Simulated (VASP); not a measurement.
# GaP (F-43m) in VASP: notebook

Runs on GaP. Level: PBE. Tasks: band structure, Born charges and dielectric tensor.

Everything below comes from runs of VASP 6.6.1. Logs are shortened: lines on timing, memory, paths and dates and some standing lists are left out, and cuts for length are marked.

## (1) The crystal as given

It takes space group F-43m (No. 216, cubic). The conventional cell has a = 5.651 Å, b = 5.651 Å, c = 5.651 Å, α = 90.00°, β = 90.00°, γ = 90.00°. Ga (site symmetry -43m) is surrounded by 4 P at 2.45 Å. P (site symmetry -43m) has 4 Ga at 2.45 Å as nearest neighbours.

## (2) Band structure, PBE

Contents of POSCAR:

```
GaP                                     
1.0
    0.0000000000      2.8256541502      2.8256541502
    2.8256541502      0.0000000000      2.8256541502
    2.8256541502      2.8256541502     -0.0000000000
  Ga              P             
     1     1
Direct
     1.0000000000000000    1.0000000000000000    0.0000000000000000
     0.2500000000000000    0.2500000000000000    0.2500000000000000
```

Contents of INCAR.step1:

```
PREC = Accurate ; ENCUT = 520
EDIFF = 1E-7 ; ISMEAR = 0
SIGMA = 0.02 ; LREAL = False
LASPH = True ; NELM = 80
ALGO = Fast ; ISIF = 2
LWAVE = False ; LCHARG = True
GGA = PE ; NBANDS = 16
```

Contents of KPOINTS.step1:

```
Automatic mesh
0
Gamma
  2 2 2
```

Contents of INCAR.step2:

```
PREC = Accurate ; ENCUT = 520
EDIFF = 1E-7 ; ISMEAR = 0
SIGMA = 0.05 ; LREAL = False
LASPH = True ; NELM = 80
ALGO = Fast ; ISIF = 2
LWAVE = False ; LCHARG = False
GGA = PE ; NBANDS = 16
ICHARG = 11
```

Contents of KPOINTS.step2:

```
path GXWKGLUWLK,UX
15
line-mode
reciprocal
 0.0000000000  0.0000000000  0.0000000000  G
 0.5000000000  0.0000000000  0.5000000000  X

 0.5000000000  0.0000000000  0.5000000000  X
 0.5000000000  0.2500000000  0.7500000000  W

 0.5000000000  0.2500000000  0.7500000000  W
 0.3750000000  0.3750000000  0.7500000000  K

 0.3750000000  0.3750000000  0.7500000000  K
 0.0000000000  0.0000000000  0.0000000000  G

 0.0000000000  0.0000000000  0.0000000000  G
 0.5000000000  0.5000000000  0.5000000000  L

 0.5000000000  0.5000000000  0.5000000000  L
 0.6250000000  0.2500000000  0.6250000000  U

 0.6250000000  0.2500000000  0.6250000000  U
 0.5000000000  0.2500000000  0.7500000000  W

 0.5000000000  0.2500000000  0.7500000000  W
 0.5000000000  0.5000000000  0.5000000000  L

 0.5000000000  0.5000000000  0.5000000000  L
 0.3750000000  0.3750000000  0.7500000000  K

 0.6250000000  0.2500000000  0.6250000000  U
 0.5000000000  0.0000000000  0.5000000000  X
```

Potentials or basis: VASP PAW PBE potentials, release 64 (Ga_d, P).

Started as:

```console
cat potpaw_PBE.64/Ga_d/POTCAR potpaw_PBE.64/P/POTCAR > POTCAR
cp INCAR.step1 INCAR
cp KPOINTS.step1 KPOINTS
mpirun -np 1 vasp_std > vasp.out
cp INCAR.step2 INCAR
cp KPOINTS.step2 KPOINTS
mpirun -np 1 vasp_std > vasp.out
```

OUTCAR:

```text
PREC = Accurate
   ENCUT = 520
   EDIFF = 1E-7
   ISMEAR = 0
   LREAL = False
   LASPH = True
   NELM = 80
   ISIF = 2
   GGA = PE
   ICHARG = 11

 ion  position               nearest neighbor table
   1  0.000  0.000  0.000-   2 2.45   2 2.45   2 2.45   2 2.45
   2  0.250  0.250  0.250-   1 2.45   1 2.45   1 2.45   1 2.45

  LATTYP: Found a face centered cubic cell.
 ALAT       =     5.6513083004

  Lattice vectors:

 A1 = (   0.0000000000,   2.8256541502,   2.8256541502)
 A2 = (   2.8256541502,   0.0000000000,   2.8256541502)
 A3 = (   2.8256541502,   2.8256541502,   0.0000000000)

Analysis of symmetry for initial positions (statically):
=====================================================================
 Subroutine PRICEL returns:
 Original cell was already a primitive cell.

 Routine SETGRP: Setting up the symmetry group for a
 face centered cubic supercell.

 Subroutine GETGRP returns: Found 24 space group operations
 (whereof 24 operations were pure point group operations)
 out of a pool of 48 trial point group operations.

The static configuration has the point symmetry T_d .

Analysis of symmetry for dynamics (positions and initial velocities):
=====================================================================
 Subroutine PRICEL returns:
 Original cell was already a primitive cell.

 Routine SETGRP: Setting up the symmetry group for a
 face centered cubic supercell.

 Subroutine GETGRP returns: Found 24 space group operations
 (whereof 24 operations were pure point group operations)
 out of a pool of 48 trial point group operations.

The dynamic configuration has the point symmetry T_d .

 Subroutine INISYM returns: Found 24 space group operations
 (whereof 24 operations are pure point group operations),
 and found     1 'primitive' translations

----------------------------------------------------------------------------------------

                                     Primitive cell

  volume of cell :      45.1219

  direct lattice vectors                    reciprocal lattice vectors
     0.000000000  2.825654150  2.825654150    -0.176950176  0.176950176  0.176950176
     2.825654150  0.000000000  2.825654150     0.176950176 -0.176950176  0.176950176
     2.825654150  2.825654150  0.000000000     0.176950176  0.176950176 -0.176950176

  length of vectors
     3.996078422  3.996078422  3.996078422     0.306486696  0.306486696  0.306486696

  position of ions in fractional coordinates (direct lattice)
     0.000000000  0.000000000  0.000000000
     0.250000000  0.250000000  0.250000000

  ion indices of the primitive-cell ions
   primitive index   ion index
                 1           1
                 2           2

----------------------------------------------------------------------------------------

 KPOINTS: path GXWKGLUWLK,UX

Interpolating k-points between supplied coordinates.

 Line segments in fractional coordinates (reciprocal lattice):
    0.000000  0.000000  0.000000  ...  0.500000  0.000000  0.500000
    0.500000  0.000000  0.500000  ...  0.500000  0.250000  0.750000
    0.500000  0.250000  0.750000  ...  0.375000  0.375000  0.750000
    0.375000  0.375000  0.750000  ...  0.000000  0.000000  0.000000
    0.000000  0.000000  0.000000  ...  0.500000  0.500000  0.500000
    0.500000  0.500000  0.500000  ...  0.625000  0.250000  0.625000
    0.625000  0.250000  0.625000  ...  0.500000  0.250000  0.750000
    0.500000  0.250000  0.750000  ...  0.500000  0.500000  0.500000
    0.500000  0.500000  0.500000  ...  0.375000  0.375000  0.750000
    0.625000  0.250000  0.625000  ...  0.500000  0.000000  0.500000

 Generated    15 points on each line segment, for a total of    150 k-points:

 Following reciprocal coordinates:
            Coordinates               Weight
  0.000000  0.000000  0.000000      0.006667
  0.035714  0.000000  0.035714      0.006667
  0.071429  0.000000  0.071429      0.006667
  0.107143  0.000000  0.107143      0.006667
  0.142857  0.000000  0.142857      0.006667
  0.178571  0.000000  0.178571      0.006667
[... 16 lines left out ...]
  0.500000  0.125000  0.625000      0.006667
  0.500000  0.142857  0.642857      0.006667
 [... further k-points ...]
   k-points           NKPTS =    150   k-points in BZ     NKDIM =    150   number of bands    NBANDS=     16
   number of dos      NEDOS =    301   number of ions     NIONS =      2
   total plane-waves  NPLWV =  27000
   dimension x,y,z NGX =    30 NGY =   30 NGZ =   30
   dimension x,y,z NGXF=    60 NGYF=   60 NGZF=   60
   ions per type =               1   1
   NGX,Y,Z   is equivalent  to a cutoff of  12.48, 12.48, 12.48 a.u.
   NGXF,Y,Z  is equivalent  to a cutoff of  24.96, 24.96, 24.96 a.u.
 SYSTEM =  unknown system
   PREC   = accura    normal or accurate (medium, high low for compatibility)
   ISTART =      0    job   : 0-new  1-cont  2-samecut
   ICHARG =     11    charge: 1-file 2-atom 10-const
   ISPIN  =      1    spin polarized calculation?
   LNONCOLLINEAR =      F non collinear calculations
   LSORBIT =      F    spin-orbit coupling
   LASPH  =      T    aspherical Exc in radial PAW
   ENCUT  =  520.0 eV  38.22 Ry    6.18 a.u.   7.43  7.43  7.43*2*pi/ulx,y,z
   NELM   =     80;   NELMIN=  2; NELMDL=  0     # of ELM steps
   EDIFF  = 0.1E-06   stopping-criterion for ELM
   LREAL  =      F    real-space projection
   EDIFFG = 0.1E-05   stopping-criterion for IOM
   NSW    =      0    number of steps for IOM
   IBRION =     -1    ionic relax: 0-MD 1-quasi-New 2-CG
   NFREE  =      0    steps in history (QN), initial steepest desc. (CG)
   ISIF   =      2    stress and relaxation
   ISYM   =      2    0-nonsym 1-usesym 2-fastsym
   POTIM  = 0.5000    time-step for ionic-motion
   TEBEG  =    0.0;   TEEND  =   0.0 temperature during run
   PSTRESS=    0.0 pullay stress
   NELECT =      18.0000    total number of electrons
   NUPDOWN=      -1.0000    fix difference up-down
   EMIN   =  10.00;   EMAX   =-10.00  energy-range for DOS
   EFERMI =   0.00;   METHOD = LEGACY
   ISMEAR =     0;   SIGMA  =   0.05  broadening in eV -4-tet -1-fermi 0-gaus
   EFERMI_NEDOS =   21; number of points for ismear=-14 and -15
   IALGO  =     68    algorithm
   IMIX   =      4    mixing-type and parameters
     AMIX     =   0.40;   BMIX     =  1.00
     AMIX_MAG =   1.60;   BMIX_MAG =  1.00
  volume/ion in A,a.u.               =      22.56       152.25
  Fermi-wavevector in a.u.,A,eV,Ry     =   1.205138  2.277380 19.760514  1.452357
  Thomas-Fermi vector in A             =   2.340843
   LORBIT       =      0    0 simple, 1 ext, 2 COOP (PROOUT), +10 PAW based schemes
   GGA     = PE    functional components
   LHFCALC =     F    Hartree Fock is set to
   AEXX    =    0.0000 exact exchange contribution
   IVDW    =     0    specifies the selected vdW correction
   LEPSILON=     F    determine dielectric tensor
   LRPA    =     F    only Hartree local field effects (RPA)
 non-spin polarized calculation
 RMM-DIIS sequential band-by-band and
 Gauss-broadening in eV      SIGMA  =   0.05
  energy-cutoff  :      520.00
  volume of cell :       45.12
 maximum number of plane-waves:      1243

 number of electron      17.9999996 magnetization

 Free energy of the ion-electron system (eV)
  ---------------------------------------------------
  ext. energy  EPLUGINS =         0.00000000
  ---------------------------------------------------
  free energy    TOTEN  =        -9.29324435 eV

  energy without entropy =       -9.29324435  energy(sigma->0) =       -9.29324435

 E-fermi :   4.2225     XC(G=0):  -9.1509

 val. band max:        3.9789836170   @ k =   0.0000   0.0000   0.0000
 cond. band min:       4.8348124189   @ k =   0.0000   0.0000   0.0000
 fundamental gap:      0.8558288019
 Fermi energy:         4.2225318156

 k-point     1 :       0.0000    0.0000    0.0000
  band No.  band energies     occupation
      1     -10.8442      2.00000
      2     -10.8442      2.00000
      3     -10.8442      2.00000
      4     -10.7802      2.00000
      5     -10.7802      2.00000
      6      -7.8074      2.00000
[... 8 lines left out ...]
     15      13.4162      0.00000
     16      13.4162      0.00000

 k-point     2 :       0.0357    0.0000    0.0357
  band No.  band energies     occupation
      1     -10.8453      2.00000
      2     -10.8437      2.00000
      3     -10.8437      2.00000
      4     -10.7804      2.00000
      5     -10.7800      2.00000
      6      -7.7880      2.00000
[... 8 lines left out ...]
     15      13.2045      0.00000
     16      13.4355      0.00000

 k-point     3 :       0.0714    0.0000    0.0714
  band No.  band energies     occupation
      1     -10.8482      2.00000
      2     -10.8422      2.00000
      3     -10.8422      2.00000
      4     -10.7810      2.00000
      5     -10.7795      2.00000
      6      -7.7299      2.00000
[... 8 lines left out ...]
     15      12.7357      0.00000
     16      13.4934      0.00000

 k-point     4 :       0.1071    0.0000    0.1071
  band No.  band energies     occupation
      1     -10.8529      2.00000
      2     -10.8397      2.00000
      3     -10.8397      2.00000
      4     -10.7820      2.00000
      5     -10.7786      2.00000
      6      -7.6337      2.00000
[... 8 lines left out ...]
     15      13.1142      0.00000
     16      13.5896      0.00000

 k-point     5 :       0.1429    0.0000    0.1429
  band No.  band energies     occupation
      1     -10.8590      2.00000
      2     -10.8364      2.00000
      3     -10.8364      2.00000
      4     -10.7835      2.00000
      5     -10.7775      2.00000
      6      -7.5003      2.00000
[... 8 lines left out ...]
     15      13.6865      0.00000
     16      13.7232      0.00000

 k-point     6 :       0.1786    0.0000    0.1786
  band No.  band energies     occupation
      1     -10.8660      2.00000
      2     -10.8324      2.00000
      3     -10.8324      2.00000
      4     -10.7853      2.00000
      5     -10.7761      2.00000
      6      -7.3312      2.00000
[... 8 lines left out ...]
     15      13.8934      0.00000
     16      14.3425      0.00000
[... 267 lines left out ...]
 k-point    21 :       0.5000    0.0893    0.5893
  band No.  band energies     occupation
      1     -10.9092      2.00000
      2     -10.8058      2.00000
      3     -10.8033      2.00000
      4     -10.7973      2.00000
      5     -10.7674      2.00000
      6      -5.1953      2.00000
[... 8 lines left out ...]
     15      15.4290      0.00000
     16      16.6623      0.00000

 k-point    22 :       0.5000    0.1071    0.6071
  band No.  band energies     occupation
      1     -10.9078      2.00000
      2     -10.8076      2.00000
      3     -10.8035      2.00000
      4     -10.7963      2.00000
      5     -10.7682      2.00000
      6      -5.1886      2.00000
[... 8 lines left out ...]
     15      15.3667      0.00000
     16      16.6447      0.00000

 k-point    23 :       0.5000    0.1250    0.6250
  band No.  band energies     occupation
      1     -10.9062      2.00000
      2     -10.8096      2.00000
      3     -10.8037      2.00000
      4     -10.7951      2.00000
      5     -10.7690      2.00000
      6      -5.1816      2.00000
[... 8 lines left out ...]
     15      15.3236      0.00000
     16      16.6901      0.00000

 k-point    24 :       0.5000    0.1429    0.6429
  band No.  band energies     occupation
      1     -10.9045      2.00000
      2     -10.8116      2.00000
      3     -10.8039      2.00000
      4     -10.7940      2.00000
      5     -10.7699      2.00000
      6      -5.1745      2.00000
[... 8 lines left out ...]
     15      15.2940      0.00000
     16      16.7437      0.00000

 [... further k-points ...]

------------------------ aborting loop because EDIFF is reached ----------------------------------------

  FORCE on cell =-STRESS in cart. coord.  units (eV):
  Direction    XX          YY          ZZ          XY          YZ          ZX
  --------------------------------------------------------------------------------------
  -------------------------------------------------------------------------------------
  Total       -1.6769593     -1.6769593     -1.6769593     -0.0000000     -0.0000000      0.0000000
  in kB      -59.5451095    -59.5451095    -59.5451095     -0.0000000     -0.0000000      0.0000000
  external PRESSURE =     -59.5451095 kB  Pullay stress =       0.0000000 kB

 VOLUME and BASIS-vectors are now :
 -----------------------------------------------------------------------------
  energy-cutoff  :      520.00
  volume of cell :       45.12
      direct lattice vectors                 reciprocal lattice vectors
     0.000000000  2.825654150  2.825654150    -0.176950176  0.176950176  0.176950176
     2.825654150  0.000000000  2.825654150     0.176950176 -0.176950176  0.176950176
     2.825654150  2.825654150  0.000000000     0.176950176  0.176950176 -0.176950176

 POSITION                                       TOTAL-FORCE (eV/Angst)
 -----------------------------------------------------------------------------------
      0.00000      0.00000      0.00000        -0.000000     -0.000000     -0.000000
      1.41283      1.41283      1.41283         0.000000      0.000000      0.000000
 -----------------------------------------------------------------------------------
    total drift:                                0.000002      0.000002      0.000002

  FREE ENERGIE OF THE ION-ELECTRON SYSTEM (eV)
  ---------------------------------------------------
  free  energy   TOTEN  =        -9.2932443494 eV

  energy  without entropy=       -9.2932443494  energy(sigma->0) =       -9.29324435
```

Wall time 60 s (1 thread of Intel Xeon Platinum 8488C (Sapphire Rapids), shared host); peak memory 0.23 GiB.

What came out:

```yaml
Band_gap_on_the_k_mesh: 0.86 eV, direct
Band_gap_along_the_path: 0.86 eV, direct
```

Levels at the corners of the path, in eV from the valence-band top:
```tsv
point	band 5	band 6	band 7	band 8	band 9	band 10	band 11	band 12	band 13	band 14
Γ	-14.76	-11.79	0.00	0.00	0.00	0.86	3.64	3.64	3.64	8.27
X	-14.74	-9.19	-6.50	-2.42	-2.42	1.67	1.74	9.64	9.64	10.32
X	-14.74	-9.19	-6.50	-2.42	-2.42	1.67	1.74	9.64	9.64	10.32
W	-14.75	-9.13	-6.34	-3.19	-3.06	4.29	4.58	5.54	6.02	10.60
W	-14.75	-9.13	-6.34	-3.19	-3.06	4.29	4.58	5.54	6.02	10.60
K	-14.75	-9.24	-6.32	-3.51	-2.04	2.08	4.47	7.65	7.76	8.48
K	-14.75	-9.24	-6.32	-3.51	-2.04	2.08	4.47	7.65	7.76	8.48
Γ	-14.76	-11.79	0.00	0.00	0.00	0.86	3.64	3.64	3.64	8.27
Γ	-14.76	-11.79	0.00	0.00	0.00	0.86	3.64	3.64	3.64	8.27
L	-14.75	-10.00	-6.23	-1.02	-1.02	1.19	4.50	4.50	7.96	10.18
L	-14.75	-10.00	-6.23	-1.02	-1.02	1.19	4.50	4.50	7.96	10.18
U	-14.75	-9.24	-6.32	-3.51	-2.04	2.08	4.47	7.65	7.76	8.48
U	-14.75	-9.24	-6.32	-3.51	-2.04	2.08	4.47	7.65	7.76	8.48
W	-14.75	-9.13	-6.34	-3.19	-3.06	4.29	4.58	5.54	6.02	10.60
W	-14.75	-9.13	-6.34	-3.19	-3.06	4.29	4.58	5.54	6.02	10.60
L	-14.75	-10.00	-6.23	-1.02	-1.02	1.19	4.50	4.50	7.96	10.18
L	-14.75	-10.00	-6.23	-1.02	-1.02	1.19	4.50	4.50	7.96	10.18
K	-14.75	-9.24	-6.32	-3.51	-2.04	2.08	4.47	7.65	7.76	8.48
U	-14.75	-9.24	-6.32	-3.51	-2.04	2.08	4.47	7.65	7.76	8.48
X	-14.74	-9.19	-6.50	-2.42	-2.42	1.67	1.74	9.64	9.64	10.32
```

Caveat: the k mesh is coarse (spacing up to 0.96 Å⁻¹), so the values aren't converged; the log is that of the step along the path at fixed density, whose energy, stress, charges and moments have no meaning. PBE gaps usually lie below the measured ones, often by a third to a half.

(Continued in part 2 of 2.)
